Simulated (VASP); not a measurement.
# CoO (P3m1) in VASP: further runs

One crystal, CoO, is run at these levels: PBE; tasks: single point.

Program: VASP 6.6.1. These are calculated values, not measurements. Logs are shortened: lines on timing, memory, paths and dates and some standing lists are left out, and cuts for length are marked.

## Step 1: Starting point

Symmetry: P6_3mc, No. 186, hexagonal system. Conventional cell: a = 3.198 Å, b = 3.198 Å, c = 5.229 Å, α = 90.00°, β = 90.00°, γ = 120.00°. Co (site symmetry 3m) is surrounded by 4 O at 1.93 to 1.97 Å. Around O (site symmetry 3m) lie 4 Co at 1.93 to 1.97 Å.

Measurements of this composition are mostly on another form, of space group No. 225.

## Step 2: Single point, PBE, collinear spin, ferromagnetic start

Contents of INCAR:

```
ADDGRID = F ; ALGO = Normal
EDIFF = 1E-6 ; ENCUT = 450
GGA = PE ; ISIF = 2
ISMEAR = 0 ; ISPIN = 2
LASPH = T ; LCHARG = F
LMAXMIX = 4 ; LORBIT = 11
LREAL = F ; LWAVE = F
MAGMOM = 2 2 0 0 ; NELM = 100
PREC = Accurate ; SIGMA = 0.05
```

Contents of KPOINTS:

```
k-points
0
Gamma
  6 6 3
```

Contents of POSCAR:

```
CoO
1.0
    3.1976457435      0.0000000000      0.0000000000
   -1.5988228718      2.7692424462      0.0000000000
    0.0000000000      0.0000000000      5.2287097100
Co O
2 2
Direct
    0.3333333333      0.6666666667      0.5033624100
    0.0000000000      0.0000000000      0.0034741400
    0.3333333333      0.6666666667      0.8715556000
    0.0000000000      0.0000000000      0.3716088500
```

Potentials or basis: VASP PAW PBE potentials, release 64 (Co, O).

On the command line:

```sh
$ cat potpaw_PBE.64/Co/POTCAR potpaw_PBE.64/O/POTCAR > POTCAR
$ mpirun -np 1 vasp_std > vasp.out
```

OUTCAR:

```text
EDIFF = 1E-6
   ENCUT = 450
   GGA = PE
   ISIF = 2
   ISMEAR = 0
   ISPIN = 2
   LASPH = T
   LORBIT = 11
   LREAL = F
   NELM = 100
   PREC = Accurate

 Found     17 irreducible k-points:

 Following reciprocal coordinates:
            Coordinates               Weight
  0.000000  0.000000  0.000000      1.000000
  0.166667  0.000000  0.000000      6.000000
  0.333333  0.000000  0.000000      6.000000
  0.500000  0.000000  0.000000      3.000000
  0.166667  0.166667  0.000000      6.000000
  0.333333  0.166667  0.000000     12.000000
   k-points           NKPTS =     17   k-points in BZ     NKDIM =     17   number of bands    NBANDS=     21
   number of dos      NEDOS =    301   number of ions     NIONS =      4
   total plane-waves  NPLWV =  20736
   dimension x,y,z NGX =    24 NGY =   24 NGZ =   36
   dimension x,y,z NGXF=    48 NGYF=   48 NGZF=   72
   ions per type =               2   2
   NGX,Y,Z   is equivalent  to a cutoff of  12.48, 12.48, 11.45 a.u.
   NGXF,Y,Z  is equivalent  to a cutoff of  24.96, 24.96, 22.89 a.u.
 SYSTEM =  unknown system
   PREC   = accura    normal or accurate (medium, high low for compatibility)
   ISTART =      0    job   : 0-new  1-cont  2-samecut
   ICHARG =      2    charge: 1-file 2-atom 10-const
   ISPIN  =      2    spin polarized calculation?
   LNONCOLLINEAR =      F non collinear calculations
   LSORBIT =      F    spin-orbit coupling
   LASPH  =      T    aspherical Exc in radial PAW
   ENCUT  =  450.0 eV  33.07 Ry    5.75 a.u.   5.53  5.53  9.04*2*pi/ulx,y,z
   NELM   =    100;   NELMIN=  2; NELMDL= -5     # of ELM steps
   EDIFF  = 0.1E-05   stopping-criterion for ELM
   LREAL  =      F    real-space projection
   EDIFFG = 0.1E-04   stopping-criterion for IOM
   NSW    =      0    number of steps for IOM
   IBRION =     -1    ionic relax: 0-MD 1-quasi-New 2-CG
   NFREE  =      0    steps in history (QN), initial steepest desc. (CG)
   ISIF   =      2    stress and relaxation
   ISYM   =      2    0-nonsym 1-usesym 2-fastsym
   POTIM  = 0.5000    time-step for ionic-motion
   TEBEG  =    0.0;   TEEND  =   0.0 temperature during run
   PSTRESS=    0.0 pullay stress
   NELECT =      30.0000    total number of electrons
   NUPDOWN=      -1.0000    fix difference up-down
   EMIN   =  10.00;   EMAX   =-10.00  energy-range for DOS
   EFERMI =   0.00;   METHOD = LEGACY
   ISMEAR =     0;   SIGMA  =   0.05  broadening in eV -4-tet -1-fermi 0-gaus
   EFERMI_NEDOS =   21; number of points for ismear=-14 and -15
   IALGO  =     38    algorithm
   IMIX   =      4    mixing-type and parameters
     AMIX     =   0.40;   BMIX     =  1.00
     AMIX_MAG =   1.60;   BMIX_MAG =  1.00
  volume/ion in A,a.u.               =      11.58        78.11
  Fermi-wavevector in a.u.,A,eV,Ry     =   1.416620  2.677023 27.304329  2.006812
  Thomas-Fermi vector in A             =   2.537935
   LORBIT       =     11    0 simple, 1 ext, 2 COOP (PROOUT), +10 PAW based schemes
   GGA     = PE    functional components
   LHFCALC =     F    Hartree Fock is set to
   AEXX    =    0.0000 exact exchange contribution
   IVDW    =     0    specifies the selected vdW correction
   LEPSILON=     F    determine dielectric tensor
   LRPA    =     F    only Hartree local field effects (RPA)
 spin polarized calculation
 Gauss-broadening in eV      SIGMA  =   0.05
  energy-cutoff  :      450.00
  volume of cell :       46.30
 maximum number of plane-waves:      1020
 NGX is ok and might be reduce to    24
   NGX = 11   NGY = 11   NGZ = 19

 number of electron      30.0000009 magnetization       5.9241126

 Free energy of the ion-electron system (eV)
  ---------------------------------------------------
  ext. energy  EPLUGINS =         0.00000000
  ---------------------------------------------------
  free energy    TOTEN  =       -26.61527587 eV

  energy without entropy =      -26.61296306  energy(sigma->0) =      -26.61411947

 E-fermi :   6.0581     XC(G=0): -11.1051

 val. band max:        6.0442935409   @ k =   0.1667   0.0000   0.0000
 cond. band min:       6.1023342074   @ k =   0.5000   0.0000   0.3333
 fundamental gap:      0.0580406665
 Fermi energy:         6.0581126663

 spin component 1

 k-point     1 :       0.0000    0.0000    0.0000
  band No.  band energies     occupation
      1     -13.9533      1.00000
      2     -13.3205      1.00000
      3      -0.9916      1.00000
      4      -0.2144      1.00000
      5      -0.0552      1.00000
      6      -0.0552      1.00000
[... 13 lines left out ...]
     20      11.4023      0.00000
     21      13.0086      0.00000

 k-point     2 :       0.1667    0.0000    0.0000
  band No.  band energies     occupation
      1     -13.8186      1.00000
      2     -13.2647      1.00000
      3      -0.7420      1.00000
      4      -0.3710      1.00000
      5      -0.1082      1.00000
      6       0.0249      1.00000
[... 13 lines left out ...]
     20      12.3798      0.00000
     21      13.1163      0.00000

 k-point     3 :       0.3333    0.0000    0.0000
  band No.  band energies     occupation
      1     -13.5217      1.00000
      2     -13.1681      1.00000
      3      -0.8226      1.00000
      4      -0.3451      1.00000
      5      -0.0469      1.00000
      6       0.1697      1.00000
[... 13 lines left out ...]
     20      13.0655      0.00000
     21      14.0120      0.00000

 k-point     4 :       0.5000    0.0000    0.0000
  band No.  band energies     occupation
      1     -13.3395      1.00000
      2     -13.1477      1.00000
      3      -0.7885      1.00000
      4      -0.6579      1.00000
      5       0.1536      1.00000
      6       0.2278      1.00000
[... 13 lines left out ...]
     20      11.9640      0.00000
     21      13.0758      0.00000

 k-point     5 :       0.1667    0.1667    0.0000
  band No.  band energies     occupation
      1     -13.6014      1.00000
      2     -13.1884      1.00000
      3      -0.6516      1.00000
      4      -0.4164      1.00000
      5       0.0372      1.00000
      6       0.0555      1.00000
[... 13 lines left out ...]
     20      13.0351      0.00000
     21      14.0330      0.00000

 k-point     6 :       0.3333    0.1667    0.0000
  band No.  band energies     occupation
      1     -13.3449      1.00000
      2     -13.1459      1.00000
      3      -0.6519      1.00000
      4      -0.4078      1.00000
      5       0.0936      1.00000
      6       0.1708      1.00000
[... 13 lines left out ...]
     20      13.0513      0.00000
     21      13.4912      0.00000

 [... further k-points ...]

 spin component 2

 k-point     1 :       0.0000    0.0000    0.0000
  band No.  band energies     occupation
      1     -13.3891      1.00000
      2     -12.7239      1.00000
      3      -0.4422      1.00000
      4       1.1074      1.00000
      5       1.2594      1.00000
      6       1.2594      1.00000
[... 13 lines left out ...]
     20      12.0078      0.00000
     21      13.9670      0.00000

 k-point     2 :       0.1667    0.0000    0.0000
  band No.  band energies     occupation
      1     -13.2484      1.00000
      2     -12.6647      1.00000
      3      -0.1853      1.00000
      4       0.7433      1.00000
      5       1.0953      1.00000
      6       1.2114      1.00000
[... 13 lines left out ...]
     20      13.0700      0.00000
     21      14.0865      0.00000

 k-point     3 :       0.3333    0.0000    0.0000
  band No.  band energies     occupation
      1     -12.9365      1.00000
      2     -12.5621      1.00000
      3      -0.0002      1.00000
      4       0.3203      1.00000
      5       0.5988      1.00000
      6       1.3211      1.00000
[... 13 lines left out ...]
     20      14.1908      0.00000
     21      14.6827      0.00000

 k-point     4 :       0.5000    0.0000    0.0000
  band No.  band energies     occupation
      1     -12.7432      1.00000
      2     -12.5409      1.00000
      3      -0.1760      1.00000
      4       0.0316      1.00000
      5       0.8233      1.00000
      6       1.3563      1.00000
[... 13 lines left out ...]
     20      12.8308      0.00000
     21      14.2463      0.00000

 k-point     5 :       0.1667    0.1667    0.0000
  band No.  band energies     occupation
      1     -13.0206      1.00000
      2     -12.5837      1.00000
      3       0.2076      1.00000
      4       0.2582      1.00000
      5       0.7905      1.00000
      6       1.1901      1.00000
[... 13 lines left out ...]
     20      14.1434      0.00000
     21      14.7370      0.00000

 k-point     6 :       0.3333    0.1667    0.0000
  band No.  band energies     occupation
      1     -12.7495      1.00000
      2     -12.5385      1.00000
      3       0.0301      1.00000
      4       0.2834      1.00000
      5       0.8276      1.00000
      6       1.1361      1.00000
[... 13 lines left out ...]
     20      14.1791      0.00000
     21      14.3467      0.00000

 [... further k-points ...]

------------------------ aborting loop because EDIFF is reached ----------------------------------------

  FORCE on cell =-STRESS in cart. coord.  units (eV):
  Direction    XX          YY          ZZ          XY          YZ          ZX
  --------------------------------------------------------------------------------------
  -------------------------------------------------------------------------------------
  Total        0.0274169      0.0274169      0.9187548     -0.0000000      0.0000000      0.0000000
  in kB        0.9487320      0.9487320     31.7924762     -0.0000000      0.0000000      0.0000000
  external PRESSURE =      11.2299801 kB  Pullay stress =       0.0000000 kB

 VOLUME and BASIS-vectors are now :
 -----------------------------------------------------------------------------
  energy-cutoff  :      450.00
  volume of cell :       46.30
      direct lattice vectors                 reciprocal lattice vectors
     3.197645743  0.000000000  0.000000000     0.312730077  0.180554794  0.000000000
    -1.598822872  2.769242446  0.000000000     0.000000000  0.361109588  0.000000000
     0.000000000  0.000000000  5.228709710     0.000000000  0.000000000  0.191251773

 POSITION                                       TOTAL-FORCE (eV/Angst)
 -----------------------------------------------------------------------------------
     -0.00000      1.84616      2.63194         0.000000     -0.000000     -0.299094
      0.00000      0.00000      0.01817         0.000000      0.000000     -0.306086
     -0.00000      1.84616      4.55711        -0.000000     -0.000000      0.303228
      0.00000      0.00000      1.94303         0.000000      0.000000      0.301953
 -----------------------------------------------------------------------------------
    total drift:                               -0.000000     -0.000001     -0.001596

  FREE ENERGIE OF THE ION-ELECTRON SYSTEM (eV)
  ---------------------------------------------------
  free  energy   TOTEN  =       -26.6152758740 eV

  energy  without entropy=      -26.6129630635  energy(sigma->0) =      -26.61411947

 total charge

# of ion       s       p       d       tot
------------------------------------------
    1        0.349   0.435   7.188   7.972
    2        0.349   0.435   7.188   7.972
    3        1.560   3.453   0.000   5.013
    4        1.560   3.453   0.000   5.013
--------------------------------------------------
tot          3.818   7.776  14.376  25.970

 magnetization (x)

# of ion       s       p       d       tot
------------------------------------------
    1        0.017   0.061   2.443   2.520
    2        0.017   0.061   2.443   2.520
    3        0.022   0.296   0.000   0.318
    4        0.022   0.296   0.000   0.318
--------------------------------------------------
tot          0.077   0.713   4.885   5.675
```

Run time: 46 s. Hardware: 1 thread of Intel Xeon Platinum 8375C at 2.90GHz (Ice Lake), shared host; peak memory 0.17 GiB.

The run converged, but some of its settings lie outside the range that counts as converged, so its numbers aren't taken as properties of the crystal.

Results:

```
Free energy                                           : -26.6153 eV
Largest force                                         : 0.306 eV/Å
Band gap on the k mesh                                : none (metal or under the smearing width)
Net moment                                            : 5.92 μB per cell
Site moments                                          : Co +2.52; O +0.32 μB
Valence electrons inside the program's atomic spheres : Co 7.97; O 5.01
```

Caveat: the k mesh is coarse (spacing up to 0.40 Å⁻¹), so the values aren't converged; the cutoff is under 1.25 times the usual one of these potentials, so pressure, stress and relaxed cells hold a basis-set (Pulay) error; semilocal functionals often make such compounds metallic where correlation or magnetic order opens a gap, which also shifts bond lengths.

[end of part 1 of 2]
